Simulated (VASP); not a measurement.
VASP 6.6.1 run: HgSe

INCAR

```
SIGMA = 0.3
LDAUL = 2 -1
NELM = 69
LDAUU = 3.0 0
GGA = PE
EDIFF = 1E-7
LWAVE = .FALSE.
LDAUTYPE = 2
LREAL = .FALSE.
LDAU = .TRUE.
NBANDS = 16
NSW = 0
ENCUT = 520
ISIF = 2
LCHARG = .FALSE.
IBRION = -1
ISMEAR = 1
LDAUJ = 0 0
LMAXMIX = 4
LASPH = .TRUE.
PREC = Accurate
```

KPOINTS

```
KPOINTS created by Atomic Simulation Environment
0
Gamma
8 8 8
0 0 0
```

POSCAR

```
Hg Se
 1.0000000000000000
     0.0000000000000000    3.0926650940000000    3.1273029431000001
     3.0926650940000000    0.0000000000000000    3.1273029431000001
     3.0926650940000000    3.0926650940000000    0.0000000000000000
 Hg  Se
   1   1
Cartesian
  0.0000000000000000  0.0000000000000000  0.0000000000000000
  1.5463325470000000  1.5463325470000000  1.5636514715499998
```

The recommended PBE PAW datasets give the neutral cell 18 valence electrons.

Command

```
mpirun -np 1 vasp_std
```

How does this run end, and what does it give?

It converged. Results: gap between bands v and c on the k mesh 0.00 eV; least direct gap on the k mesh 0.00 eV; pressure 1.1 GPa. Band v is the last that the valence electrons fill when counted band by band, and c is the next.

OSZICAR

```
N       E                     dE             d eps       ncg     rms          rms(c)
DAV:   1     0.112804891130E+03    0.11280E+03   -0.84705E+03  1896   0.994E+02
DAV:   2     0.681110732318E+00   -0.11212E+03   -0.10592E+03  2272   0.235E+02
DAV:   3    -0.364007369046E+01   -0.43212E+01   -0.43126E+01  2368   0.498E+01
DAV:   4    -0.365808870273E+01   -0.18015E-01   -0.18014E-01  2344   0.334E+00
DAV:   5    -0.365819310709E+01   -0.10440E-03   -0.10440E-03  2416   0.222E-01    0.812E+00
DAV:   6    -0.340298138437E+01    0.25521E+00   -0.46243E-01  2536   0.828E+00    0.575E+00
DAV:   7    -0.340144423484E+01    0.15371E-02   -0.11527E-01  2056   0.230E+00    0.235E+00
DAV:   8    -0.340275857285E+01   -0.13143E-02   -0.15135E-02  2152   0.143E+00    0.212E-01
DAV:   9    -0.340276374561E+01   -0.51728E-05   -0.13067E-03  2368   0.449E-01    0.546E-02
DAV:  10    -0.340280721744E+01   -0.43472E-04   -0.12463E-04  2376   0.122E-01    0.322E-02
DAV:  11    -0.340283043854E+01   -0.23221E-04   -0.48586E-05  2264   0.609E-02    0.159E-02
DAV:  12    -0.340283021342E+01    0.22511E-06   -0.21826E-06  2256   0.166E-02    0.641E-03
DAV:  13    -0.340283054765E+01   -0.33423E-06   -0.16269E-06  2192   0.774E-03    0.356E-03
DAV:  14    -0.340283050540E+01    0.42252E-07   -0.11701E-07  1984   0.272E-03
   1 F= -.34028305E+01 E0= -.34036933E+01  d E =0.258853E-02
```

For comparison, a separate PBE run of the intended cell, on usual settings and not on those above, gives a gap of 0.00 eV on its mesh and a pressure of 1.3 GPa.
